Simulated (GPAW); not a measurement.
Runs of GPAW 26.7.0 on ZnCu2SnS4. It takes space group I-4 (No. 82, tetragonal). Conventional cell: a = 5.434 Å, b = 5.434 Å, c = 10.850 Å, α = 90.00°, β = 90.00°, γ = 90.00°. Sn (site symmetry -4) has 4 S at 2.41 Å as nearest neighbours. Zn (site symmetry -4) is surrounded by 4 S at 2.33 Å. Around Cu (site symmetry -4) lie 4 S at 2.33 Å. Around Cu (site symmetry -4) lie 4 S at 2.33 Å. S (site symmetry 1) has 1 Zn at 2.33 Å and 2 Cu at 2.33 Å and 1 Sn at 2.41 Å as nearest neighbours. 

```tsv
level	potentials or basis	gap on the mesh (eV)
AM05	PAW data sets generated in the run's folder for this functional, pw	0.30
PBEsol	PAW data sets generated in the run's folder for this functional, pw	(a)
RPBE	the program's PAW data sets (release 1.2.1) made for this functional, pw	0.37
LDA	the program's PAW data sets (release 1.2.1) made for this functional, pw	0.19
```

Alike in all rows: task dielectric tensor; no spin polarisation; cell as given; k mesh 5 × 5 × 5; cutoff (eV) 450; smearing fermi-dirac 0.001 eV.

Problem. Estimate the missing entries.

Solution. (a) 0.24.

Caveats: the gap is small at this level, which inflates the dielectric constant; the long-wavelength limit can be off by several per cent where d states take part; spin-orbit coupling is left out, which moves the levels of the heavy elements.

A k mesh can miss the band edges, and the runs leave out spin-orbit coupling on Sn.

Runs at the PBE level aren't shown here.
